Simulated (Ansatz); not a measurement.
This is a relaxation of cell and atoms with the plane-wave code Ansatz on HgTe in the h-MgO-type structure; the level of theory is PBEsol. It starts from the PBE minimum.

```yaml
crystal:
  lattice:
    - [4.8768327529, 0.0, 0.0]
    - [-2.4384163765, 4.223461054, 0.0]
    - [0.0, 0.0, 7.2980013073]
  atoms:
    - { symbol: Hg, position: [0.3333333333, 0.6666666667, 0.25] }
    - { symbol: Hg, position: [0.6666666667, 0.3333333333, 0.75] }
    - { symbol: Te, position: [0.6666666667, 0.3333333333, 0.25] }
    - { symbol: Te, position: [0.3333333333, 0.6666666667, 0.75] }
kpoints:
  mp_grid: { grid: [6, 6, 4] }
hamiltonian:
  xc: pbesol
scf:
  occupations: { method: fermi_dirac, width: 0.02 }
relax:
  f_tol: 0.005
  cell: {}
```

The output follows, shortened, with numbered blanks.
```
Functional definition: PBEsol
  exchange = pbesol_x
  correlation = pbesol_c
Crystal: 4 atoms, lattice volume = 150.318 Å³
Basis set: ecut = 420 eV, 2971 PW (Γ)
Bands: 44, of which v1, the nominal top of the filled ones, is band 36 counted from 1 (35 counted from 0)
Symmetry: 24 space group operations
Space group: P63/mmc (ITA 194)
[1]
relax step 1: F+E_penalty+E_count = -41138.92875080 eV  P = -2.205 GPa  Ω = 150.318 Å³
--- Relaxed structure (6 steps of the walk, 6 accepted, 1 SCFs on fresh bases) ---
[2]
```

Q: Fill in the blanks. They hold the relaxed structure, the count of irreducible k points.

A:
```
[1]
k-points: 21 of 144
[2]
  F+E_penalty+E_count = -41139.02884952 eV
  cell:  # Å, volume = 135.3392 Å³
    - [4.827877, 0.000000, 0.000000]
    - [-2.413939, 4.181065, 0.000000]
    - [0.000000, 0.000000, 6.704719]
  atoms:
    - { symbol: Hg, position: [0.333333, 0.666667, 0.250000] }
    - { symbol: Hg, position: [0.666667, 0.333333, 0.750000] }
    - { symbol: Te, position: [0.666667, 0.333333, 0.250000] }
    - { symbol: Te, position: [0.333333, 0.666667, 0.750000] }
```
Only the leading digits can be foreseen; the rest is this run's record.

(Calculated; spin-unpolarised; the phase may be known or hypothetical.)
